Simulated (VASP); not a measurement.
# Si (Fd-3m) in VASP: notebook, part 2 of 2

VASP 6.6.1. The steps go on from the part before.

### Step 4. Elastic constants, PBEsol

This run uses another cell than the first one, of 18.70 Å³/atom, 0.948 times its volume.

The input, POSCAR:

```
Si
1.0
    0.0000000000      2.6541430541      2.6541430541
    2.6541430541      0.0000000000      2.6541430541
    2.6541430541      2.6541430541      0.0000000000
  Si
     2
Direct
     0.7500000000000000    0.7500000000000000    0.7500000000000000
     0.5000000000000000    0.5000000000000000    0.5000000000000000
```

The input, INCAR.step1:

```
SYSTEM = Si
ALGO = Fast
EDIFF = 1E-8
EDIFFG = -0.002
ENCUT = 600
GGA = PS
IBRION = 2
ISIF = 3
ISMEAR = 0
LASPH = .TRUE.
LCHARG = .FALSE.
LREAL = .FALSE.
LWAVE = .FALSE.
NELM = 80
NSW = 40
PREC = Accurate
PSTRESS = 77.5
SIGMA = 0.03
```

The input, INCAR.step2:

```
SYSTEM = Si
ALGO = Fast
EDIFF = 1E-8
ENCUT = 600
GGA = PS
IBRION = 6
ISIF = 3
ISMEAR = 0
LASPH = .TRUE.
LCHARG = .FALSE.
LREAL = .FALSE.
LWAVE = .FALSE.
NELM = 80
NFREE = 2
NSW = 1
POTIM = 0.015
PREC = Accurate
PSTRESS = 77.5
SIGMA = 0.03
```

The input, KPOINTS:

```
k-points
0
G
  10 10 10
  0 0 0
```

Potentials or basis: VASP PAW PBE potentials, release 64 (Si).

Command:

```bash
> cat potpaw_PBE.64/Si/POTCAR > POTCAR
> cp INCAR.step1 INCAR
> mpirun -np 1 vasp_std > vasp.out
> cp CONTCAR POSCAR
> cp INCAR.step2 INCAR
> mpirun -np 1 vasp_std > vasp.out
```

OUTCAR:

```text
SYSTEM = Si
   EDIFF = 1E-8
   ENCUT = 600
   GGA = PS
   IBRION = 6
   ISIF = 3
   ISMEAR = 0
   LASPH = .TRUE.
   LREAL = .FALSE.
   NELM = 80
   NFREE = 2
   NSW = 1
   POTIM = 0.015
   PREC = Accurate
   PSTRESS = 77.5

 ion  position               nearest neighbor table
   1  0.750  0.750  0.750-   2 2.30   2 2.30   2 2.30   2 2.30
   2  0.500  0.500  0.500-   1 2.30   1 2.30   1 2.30   1 2.30

  LATTYP: Found a face centered cubic cell.
 ALAT       =     5.3082861082

  Lattice vectors:

 A1 = (   0.0000000000,   2.6541430541,   2.6541430541)
 A2 = (   2.6541430541,   0.0000000000,   2.6541430541)
 A3 = (   2.6541430541,   2.6541430541,   0.0000000000)

Analysis of symmetry for initial positions (statically):
=====================================================================
 Subroutine PRICEL returns:
 Original cell was already a primitive cell.

 Routine SETGRP: Setting up the symmetry group for a
 face centered cubic supercell.

 Subroutine GETGRP returns: Found 48 space group operations
 (whereof 24 operations were pure point group operations)
 out of a pool of 48 trial point group operations.

The static configuration has the point symmetry T_d .
 The point group associated with its full space group is O_h .

[... 646 lines left out ...]
  -------------------------------------------------------------------------------------
  Total        1.8090837      1.8139052      1.8139052      0.0000000      0.1982301      0.0000000
  in kB       77.5115210     77.7181034     77.7181034      0.0000000      8.4933140      0.0000000
  external PRESSURE =       0.1492426 kB  Pullay stress =      77.5000000 kB
[... 21 lines left out ...]
  energy  without entropy=      -11.4280178165  energy(sigma->0) =      -11.42801782

  enthalpy is  TOTEN    =        -9.6192030424 eV   P V=        1.8088147741

 INTERNAL STRAIN TENSORS FROM STRAINED CELLS
 ============================================

 INTERNAL STRAIN TENSOR FOR ION    1 for displacements in x,y,z  (eV/Angst):
          X           Y           Z          XY          YZ          ZX
  --------------------------------------------------------------------------------
  x     0.00000     0.00000     0.00000    -0.00000   -13.22076    -0.00000
  y    -0.00000     0.00000     0.00000    -0.00000     0.00000   -13.22064
  z     0.00000     0.00000     0.00000   -13.22043     0.00000     0.00000

 INTERNAL STRAIN TENSORS FROM DISPLACED ATOMS
 ============================================

 INTERNAL STRAIN TENSOR FOR ION    1 for displacements in x,y,z  (eV/Angst):
          X           Y           Z          XY          YZ          ZX
  --------------------------------------------------------------------------------
  x    -0.00000    -0.00000    -0.00000     0.00000   -13.21467     0.00000
  y     0.00000    -0.00000     0.00000     0.00000     0.00000   -13.21467
  z    -0.00000    -0.00000    -0.00000   -13.21467     0.00000     0.00000

 INTERNAL STRAIN TENSOR FOR ION    2 for displacements in x,y,z  (eV/Angst):
          X           Y           Z          XY          YZ          ZX
  --------------------------------------------------------------------------------
  x     0.00000     0.00000     0.00000     0.00000    13.21467     0.00000
  y    -0.00000     0.00000    -0.00000     0.00000     0.00000    13.21467
  z     0.00000     0.00000     0.00000    13.21467     0.00000     0.00000

 Eigenvectors and eigenvalues of the dynamical matrix
 ----------------------------------------------------

   1 f  =   16.353309 THz   102.750872 2PiTHz  545.487679 cm-1    67.631822 meV
             X         Y         Z           dx          dy          dz
      3.981215  3.981215  3.981215     0.000000   -0.707107    0.000000
      2.654143  2.654143  2.654143     0.000000    0.707107    0.000000
[... 21 lines left out ...]
   6 f  =    0.000000 THz     0.000000 2PiTHz    0.000000 cm-1     0.000000 meV
             X         Y         Z           dx          dy          dz
      3.981215  3.981215  3.981215     0.000000    0.000000    0.707107
      2.654143  2.654143  2.654143     0.000000    0.000000    0.707107

--------------------------------------------------------------------------------------------------------

 ELASTIC MODULI CONTR FROM IONIC RELAXATION (kBar)
 Direction    XX          YY          ZZ          XY          YZ          ZX
 --------------------------------------------------------------------------------
 XX          -0.0000     -0.0000     -0.0000     -0.0000     -0.0000      0.0000
 YY          -0.0000     -0.0000     -0.0000     -0.0000     -0.0000     -0.0000
 ZZ          -0.0000     -0.0000     -0.0000     -0.0000     -0.0000      0.0000
 XY          -0.0000     -0.0000     -0.0000   -486.9292      0.0000      0.0000
 YZ          -0.0000     -0.0000     -0.0000      0.0000   -486.9292      0.0000
 ZX           0.0000     -0.0000      0.0000      0.0000      0.0000   -486.9292
 --------------------------------------------------------------------------------

 TOTAL ELASTIC MODULI (kBar)
 Direction    XX          YY          ZZ          XY          YZ          ZX
 --------------------------------------------------------------------------------
 XX        1790.5246    865.0383    865.0383     -0.0000     -0.0000      0.0000
 YY         865.0383   1790.5246    865.0383     -0.0000     -0.0000      0.0000
 ZZ         865.0383    865.0383   1790.5246     -0.0000     -0.0000      0.0000
 XY          -0.0000     -0.0000     -0.0000    766.2112      0.0000      0.0000
 YZ          -0.0000     -0.0000     -0.0000      0.0000    766.2112      0.0000
 ZX           0.0000      0.0000      0.0000      0.0000      0.0000    766.2112
 --------------------------------------------------------------------------------
```

OUTCAR.step1:

```text
SYSTEM = Si
   EDIFF = 1E-8
   EDIFFG = -0.002
   ENCUT = 600
   GGA = PS
   IBRION = 2
   ISIF = 3
   ISMEAR = 0
   LASPH = .TRUE.
[... 494 lines left out ...]
      2.65414      2.65414      2.65414        -0.000000     -0.000000     -0.000000
 -----------------------------------------------------------------------------------
    total drift:                                0.000000     -0.000000     -0.000000

  FREE ENERGIE OF THE ION-ELECTRON SYSTEM (eV)
  ---------------------------------------------------
  free  energy   TOTEN  =       -11.4297462786 eV

  energy  without entropy=      -11.4297462786  energy(sigma->0) =      -11.42974628

  enthalpy is  TOTEN    =        -9.6209315045 eV   P V=        1.8088147741

 reached required accuracy - stopping structural energy minimisation
```

Run time: 6.9 min. Hardware: 1 thread of Intel Xeon Platinum 8488C (Sapphire Rapids), shared host; peak memory 0.3 GiB.

Results:

```
Elastic constants C11, C12, C44 : 179, 87, 77 GPa
Voigt bulk modulus              : 117 GPa
Highest phonon frequency at Γ   : 545 cm⁻¹
```

Phonon frequencies in cm⁻¹ (negative: imaginary):
| q point | frequencies |
| --- | --- |
| (0.000, 0.000, 0.000) | 0 0 0 545 545 545 |

Elastic tensor in Voigt notation (GPa, in the Cartesian axes of the cell as first typed):
```
179  87  87   0   0   0
 87 179  87   0   0   0
 87  87 179   0   0   0
  0   0   0  77   0   0
  0   0   0   0  77   0
  0   0   0   0   0  77
```

Clamped-ion elastic tensor (GPa):
```
179  87  87   0   0   0
 87 179  87   0   0   0
 87  87 179   0   0   0
  0   0   0 125   0   0
  0   0   0   0 125   0
  0   0   0   0   0 125
```

Caveat: the PAW data sets were made with another functional, which shifts forces and pressure a little.
